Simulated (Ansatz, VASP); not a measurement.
**One calculation of ZnAu, two programs**

```xyz
2
Lattice="3.1259 0.0000 0.0000 0.0000 3.1259 0.0000 0.0000 0.0000 3.1259" Properties=species:S:1:pos:R:3 pbc="T T T"
Zn    1.5629    1.5629    1.5629
Au    0.0000    0.0000    0.0000
```

Change from the starting cell: volume scaled by 0.98, crystal datasets.

Alike in both runs: task electric field gradients; functional PBEsol; k mesh 13 × 13 × 13; occupations fermi-dirac, width 0.05 eV; no spin polarisation.

|  | VASP | Ansatz |
| --- | --- | --- |
| version | VASP 6.6.1 | Ansatz 0.2.0 |
| potentials or method | VASP PAW PBE potentials, release 64 (Zn, Au), cutoff 520 eV | all-electron PAW with datasets made for the crystal, scalar-relativistic |

|  | VASP | Ansatz | Ansatz less VASP |
| --- | --- | --- | --- |
| pressure (GPa) | 0.6 | 0.4 | -0.18 |
| Vzz of the field gradient on the site that differs most (V/Å²) | 0.0 | 0.0 | 0.00 |

Ansatz ran all-electron here, so the differences hold the error of VASP's frozen core and of both bases. Ansatz warned: «gradients_without_spin_orbit».

Caveats: the PAW data sets were made with another functional, which shifts forces and pressure a little (VASP). Spin-orbit coupling is left out, which matters for the levels of Au.
